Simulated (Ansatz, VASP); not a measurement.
## Two plane-wave programs on Al

File INCAR:

```
PREC = Accurate
ENCUT = 520
EDIFF = 1E-7
ISMEAR = -1
SIGMA = 0.1
LREAL = False
LASPH = True
NELM = 60
ALGO = Normal
ISIF = 2
LWAVE = False
LCHARG = False
GGA = PE
NBANDS = 8
```

KPOINTS

```
regular mesh
0
Gamma
  10 10 10
```

POSCAR

```
Al
1.0
    0.0000000000      2.0709890238      2.0709890238
    2.0709890238      0.0000000000      2.0709890238
    2.0709890238      2.0709890238      0.0000000000
Al
1
Direct
    0.0000000000      0.0000000000      0.0000000000
```

Input for Ansatz:

```yaml
crystal:
  lattice:
    - [0.0, 2.07098902380484, 2.07098902380484]
    - [2.07098902380484, 0.0, 2.07098902380484]
    - [2.07098902380484, 2.07098902380484, 0.0]
  atoms:
    - { symbol: Al, position: [0.0, 0.0, 0.0] }
basis:
  ecutwfc: 500.0
kpoints:
  mp_grid:
    grid: [10, 10, 10]
hamiltonian:
  xc: pbe
  pseudopotentials:
    kind: paw
scf:
  occupations:
    method: fermi_dirac
output:
  stress: true
```

Alike in both runs: task single point; functional PBE; k mesh 10 × 10 × 10; no spin polarisation.

|  | VASP | Ansatz |
| --- | --- | --- |
| version | VASP 6.6.1 | Ansatz 0.2.0 |
| potentials or method | VASP PAW PBE potentials, release 64 (Al) | plane waves, PAW |
| plane-wave cutoff (eV) | 520 | 500 |
| occupations | fermi-dirac, width 0.1 eV | fermi-dirac |
| valence electrons in the cell | 3 | 3 |

|  | VASP | Ansatz | Ansatz less VASP |
| --- | --- | --- | --- |
| pressure (GPa) | -4.6 | -4.6 | +0.02 |
